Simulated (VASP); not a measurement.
# InAs: molecular dynamics at constant energy

InAs, Fm-3m (no. 225), 8 atoms in the cell. PBE, molecular dynamics; PAW potentials In, As (PBE set).

Ensemble: NVE; Starting temperature (K): 1600.

## Input

INCAR:
```
SYSTEM = InAs
  GGA = PE
  PREC = Normal
  ENCUT = 210
  EDIFF = 1E-6
  NELMIN = 4
  NELM = 60
  ALGO = Normal
  LREAL = Auto
  LASPH = .True.
  ISMEAR = 0
  SIGMA = 0.05
  ISYM = 0
  LWAVE = .False.
  LCHARG = .False.
  IBRION = 0
  NSW = 60
  POTIM = 3.0
  TEBEG = 1600
  ISIF = 2
  RANDOM_SEED = 82567 0 0
  MDALGO = 1
  ANDERSEN_PROB = 0.0
  KPAR = 2
```

KPOINTS:
```
k-points
0
Monkhorst-Pack
  2 2 2
```

POSCAR:
```
InAs
1.0
    5.7546080000      0.0000000000      0.0000000000
    0.0000000000      5.7546080000      0.0000000000
    0.0000000000      0.0000000000      5.7546080000
In As
4 4
Direct
    0.5000000000      0.0000000000      0.0000000000
    0.5000000000      0.5000000000      0.5000000000
    0.0000000000      0.0000000000      0.5000000000
    0.0000000000      0.5000000000      0.0000000000
    0.0000000000      0.0000000000      0.0000000000
    0.0000000000      0.5000000000      0.5000000000
    0.5000000000      0.0000000000      0.5000000000
    0.5000000000      0.5000000000      0.0000000000
```

Commands:
```
cat potpaw_PBE.64/In/POTCAR potpaw_PBE.64/As/POTCAR > POTCAR
mpirun -np 2 vasp_std > vasp.out
```

## Result

- Rise of the mean potential energy above the start (meV/atom): -17.0
- Mean temperature (K): 1748
- Standard error of the mean temperature (K): 112
- Relative fluctuation of the kinetic energy: 0.149
- Canonical value of that fluctuation: 0.309
- Electronic steps per ionic step after the first: 4.1

Course of the run:

| Time (fs) | Temperature (K) | Potential energy less the first (meV/atom) |
|---|---|---|
| 3 | 1600 | 0.0 |
| 18 | 1764 | -18.8 |
| 30 | 1831 | -26.6 |
| 45 | 1605 | -0.8 |
| 57 | 1407 | 21.7 |
| 72 | 1563 | 4.0 |
| 84 | 1906 | -34.9 |
| 99 | 2173 | -65.1 |
| 111 | 2162 | -63.9 |
| 126 | 2017 | -47.3 |
| 138 | 1871 | -30.9 |
| 153 | 1642 | -5.0 |
| 165 | 1448 | 17.1 |
| 180 | 1280 | 36.0 |

REPORT:
```
MDALGO =   1
         ANDERSEN_PROB =  0.00000000
               SCALING =       0
                 CNEXP =     9.000   14.000
           RANDOM_SEED =             82567                0                0

   original number of atomic DOF:         21
   number of independent constraints:      0
   number of active DOF:                  21

========================================
         MD step No.       1
========================================

  Atomic velocities initialized by STEP_tb

  >Energies
                    E_tot             E_pot             E_kin               EPS                ES
   e_b>   -0.25556794E+02   -0.27004515E+02    0.14477207E+01    0.00000000E+00    0.00000000E+00

  >Temperature
               T_sim     T_inst
   tmprt>   1600.000   1600.000

  >Thermostat, num. of collisions:                0

           RANDOM_SEED =             82567               96                0

[... steps left out ...]

========================================
         MD step No.      60
========================================

  >Energies
                    E_tot             E_pot             E_kin               EPS                ES
   e_b>   -0.25558103E+02   -0.26716435E+02    0.11583314E+01    0.00000000E+00    0.00000000E+00

  >Temperature
               T_sim     T_inst
   tmprt>   1600.000   1280.171

  >Thermostat, num. of collisions:                0

           RANDOM_SEED =             82567             2928                0
```

OSZICAR:
```
N       E                     dE             d eps       ncg     rms          rms(c)
DAV:   1     0.673093388853E+02    0.67309E+02   -0.67369E+03   168   0.590E+02
DAV:   2    -0.231518047933E+02   -0.90461E+02   -0.86225E+02   219   0.126E+02
DAV:   3    -0.283284145243E+02   -0.51766E+01   -0.50405E+01   193   0.320E+01
DAV:   4    -0.284046054919E+02   -0.76191E-01   -0.76116E-01   206   0.418E+00
DAV:   5    -0.284064925042E+02   -0.18870E-02   -0.18868E-02   216   0.540E-01    0.821E+00
DAV:   6    -0.271938256376E+02    0.12127E+01   -0.22466E+00   198   0.521E+00    0.445E+00
DAV:   7    -0.270174230064E+02    0.17640E+00   -0.98626E-01   230   0.339E+00    0.118E+00
DAV:   8    -0.270057378601E+02    0.11685E-01   -0.87050E-02   198   0.118E+00    0.557E-01
DAV:   9    -0.270053736242E+02    0.36424E-03   -0.16040E-02   193   0.602E-01    0.258E-01
DAV:  10    -0.270047271536E+02    0.64647E-03   -0.18077E-03   208   0.224E-01    0.170E-01
DAV:  11    -0.270045153419E+02    0.21181E-03   -0.71695E-04   203   0.102E-01    0.730E-02
DAV:  12    -0.270045237168E+02   -0.83749E-05   -0.87033E-05   193   0.430E-02    0.223E-02
[... left out ...]
     58 T=  1331. E= -.25558119E+02 F= -.26762458E+02 E0= -.26762395E+02  EK= 0.12043E+01 SP= 0.00E+00 SK= 0.00E+00
     59 T=  1302. E= -.25558107E+02 F= -.26736602E+02 E0= -.26736508E+02  EK= 0.11785E+01 SP= 0.00E+00 SK= 0.00E+00
[... last step whole ...]
       N       E                     dE             d eps       ncg     rms          rms(c)
DAV:   1    -0.267164268648E+02    0.20176E-01   -0.35142E-05   274   0.181E+00    0.588E-03
DAV:   2    -0.267164352763E+02   -0.84115E-05   -0.11468E-04   168   0.554E-02    0.430E-03
DAV:   3    -0.267164350097E+02    0.26656E-06   -0.16208E-06   144   0.692E-03    0.245E-03
DAV:   4    -0.267164347538E+02    0.25587E-06   -0.61192E-07    89   0.391E-03
     60 T=  1280. E= -.25558103E+02 F= -.26716435E+02 E0= -.26716318E+02  EK= 0.11583E+01 SP= 0.00E+00 SK= 0.00E+00
```

Limits: 180 fs of 8 atoms are too short for converged averages.

VASP 6.6.1 took 270 s on 2 cores (AMD EPYC 7R43 (Zen 3)), a shared host.
